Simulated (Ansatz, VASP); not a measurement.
One calculation of N, two programs

```
N
1.0
     1.91310    0.00000    0.00000
    -0.95655    1.65679    0.00000
     0.00000    0.00000    6.58667
N
2
Direct
  0.33333 0.66667 0.25000
  0.66667 0.33333 0.75000
```

Alike in both runs: functional PBE; dispersion D3(BJ); k mesh 24 × 24 × 8; occupations gaussian, width 0.1 eV; no spin polarisation.

Ansatz relaxed the structure, and its values are those at the end. VASP's run is a single point on that final structure, the one shown.

|  | VASP | Ansatz |
| --- | --- | --- |
| version | VASP 6.6.1 | Ansatz 0.2.0 |
| potentials or method | VASP PAW PBE potentials, release 64 (N) | scalar-relativistic, plane waves, PAW |
| plane-wave cutoff (eV) | 520 | 420 |
| valence electrons in the cell | 10 | 10 |

```csv
,VASP,Ansatz,Ansatz less VASP
gap on the k mesh at the Fermi level (eV),none,none,-
pressure (GPa),0.1,0.1,-0.02
```

A gap of «none» marks a metal or a gap that the smearing closes.
